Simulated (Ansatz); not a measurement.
## NiO in Ansatz: the effect of functional

NiO:

```
Ni O
1.0
     0.00000    2.08590    2.08590
     2.08590    0.00000    2.08590
     2.08590    2.08590    0.00000
Ni O
1 1
Cartesian
  0.0000 0.0000 0.0000
  2.0859 2.0859 2.0859
```

Alike in all runs:

```yaml
Program: Ansatz 0.2.0
Task: band structure
Potentials_or_basis: all-electron LAPW, scalar-relativistic
Cutoff: 378 eV (chosen from the basis error)
Basis_error_allowed: 0.001 eV/atom
k_mesh: 11 × 11 × 11
Occupations: fermi-dirac, width 0.05 eV
Spin: collinear spin, ferromagnetic start
Starting_moments: "[1.0, 0.0] μB"
```

```csv
functional,pressure (GPa),moment (μB)
PBE,?,?
LDA,-19.8,0.30
PBEsol,-6.8,1.48
```

**Question.** What does the run with functional PBE give?

**Answer.** Pressure 6.3 GPa; moment 1.78 μB.

Caveats: a cell with one magnetic atom can't hold antiferromagnetic order, which such compounds often take (some runs).
